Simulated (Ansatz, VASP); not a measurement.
**One calculation of Mo, two programs**

```xyz
1
Lattice="2.3669 0.0000 0.0000 0.0000 2.3669 0.0000 0.0000 0.0000 2.3669" Properties=species:S:1:pos:R:3 pbc="T T T"
Mo    0.0000    0.0000    0.0000
```

Change from the starting cell: volume scaled by 0.78, LAPW.

Alike in both runs: task single point; functional PBEsol; k mesh 15 × 15 × 15; occupations fermi-dirac, width 0.1 eV; no spin polarisation.

|  | VASP | Ansatz |
| --- | --- | --- |
| version | VASP 6.6.1 | Ansatz 0.2.0 |
| potentials or method | VASP PAW PBE potentials, release 64 (Mo_sv), cutoff 520 eV | all-electron LAPW, scalar-relativistic |

|  | VASP | Ansatz | Ansatz less VASP |
| --- | --- | --- | --- |
| pressure (GPa) | 86.9 | 84.7 | -2.13 |

Ansatz ran all-electron here, so the differences hold the error of VASP's frozen core and of both bases.

Caveats: the cell as given lies far from equilibrium; so large a pressure means that the cell lies far from this level's equilibrium, or that cutoff or potentials fall short (VASP); the potentials were made for another functional, which shifts forces and pressure (VASP).
